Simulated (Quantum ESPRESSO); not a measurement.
Runs of Quantum ESPRESSO 7.5 on SiC. The structure is hexagonal, space group P6_3mc (No. 186). Conventional cell: a = 3.076 Å, b = 3.076 Å, c = 10.071 Å, α = 90.00°, β = 90.00°, γ = 120.00°. Around Si (site symmetry 3m) lie 4 C at 1.88 to 1.89 Å. Around Si (site symmetry 3m) lie 4 C at 1.88 to 1.89 Å. C (site symmetry 3m) has 4 Si at 1.88 to 1.89 Å as nearest neighbours. C (site symmetry 3m) has 4 Si at 1.88 to 1.89 Å as nearest neighbours. The cell is a database's computed one.

```tsv
task	level	cell	most ionic steps	forc conv thr	etot conv thr	ion dynamics	cell dynamics	gap on the mesh (eV)	pressure (GPa)	largest force (eV/Å)
band structure	WC	as given	-	-	-	-	-	(b)	2.0	0.01
relaxation of cell and atoms	BP86	relaxed to 0.3 kbar	40	0.0004 Ry/bohr	1e-05 Ry	bfgs	bfgs	2.31	0.0	-
relaxation of cell and atoms	PW91	relaxed to 0.3 kbar	40	0.0004 Ry/bohr	1e-05 Ry	bfgs	bfgs	2.26	0.0	-
band structure	OLYP	as given	-	-	-	-	-	2.37	-1.6	0.02
band structure	SOGGA	as given	-	-	-	-	-	(a)	0.0	0.01
```

Alike in all rows: potentials or basis PseudoDojo 0.4.1 SR PBE standard; no spin polarisation; k mesh 10 × 10 × 3; cutoff (eV) 1116; smearing fermi-dirac 0.05 eV.

Task: Fill in the values left out.

Result: (a) 2.00; (b) 2.13.

Caveats: the potentials were made for another functional, which shifts forces and pressure; some levels on the path didn't converge (some runs); an odd mesh through Γ misses points on the zone boundary, where band edges often lie (some runs); SOGGA exchange is joined with the correlation of PBE here (some runs).
